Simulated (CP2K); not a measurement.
Ir under changes of volume

One of the cells (14.059 Å³/atom); the others are scaled copies at fixed shape and fractional positions:

```xyz
1
Lattice="2.7091 0.0000 0.0000 1.3545 2.3461 0.0000 1.3545 0.7820 2.2119" Properties=species:S:1:pos:R:3 pbc="T T T"
Ir    0.0000    0.0000    0.0000
```

- Program: CP2K 2026.2
- Functional: PBEsol
- Potentials or basis: POTENTIAL_UZH Ir GTH-PBE-q17; TZVP-MOLOPT-PBE-GTH basis
- Density cutoff: 6123 eV
- k mesh: 12 × 12 × 12
- Occupations: fermi-dirac, width 0.01 eV
- Spin: no spin polarisation

| volume (Å³/atom) | energy over the lowest point (meV/atom) | pressure (GPa) |
| --- | --- | --- |
| 13.215 | 59.87 | 26.2 |
| 13.496 | 23.31 | 15.7 |
| 13.778 | 4.00 | 6.5 |
| 14.059 | 0.00 | -1.7 |
| 14.340 | 9.56 | -9.0 |
| 14.621 | ? | ? |
| 14.902 | 63.40 | -21.1 |

Task: What does the run at 14.621 Å³/atom give?

Result: Energy over the lowest point 31.16 meV/atom; pressure -15.5 GPa.

Worked out: A Birch-Murnaghan fit of order 3 (a polynomial in V^(-2/3)) to the other rows has its minimum at 14.00 Å³/atom with B0 = V·E''(V) = 395 GPa and B' = 5.0. It gives 31.15 meV/atom at 14.621 Å³/atom, against the run's 31.16, and -dE/dV = -15.5 GPa, against -15.5.

Energies are extrapolated to zero smearing.

Caveats: the potentials were made for another functional, which shifts forces and pressure; the basis of atomic orbitals isn't converged, which shifts pressures, moduli and gaps.
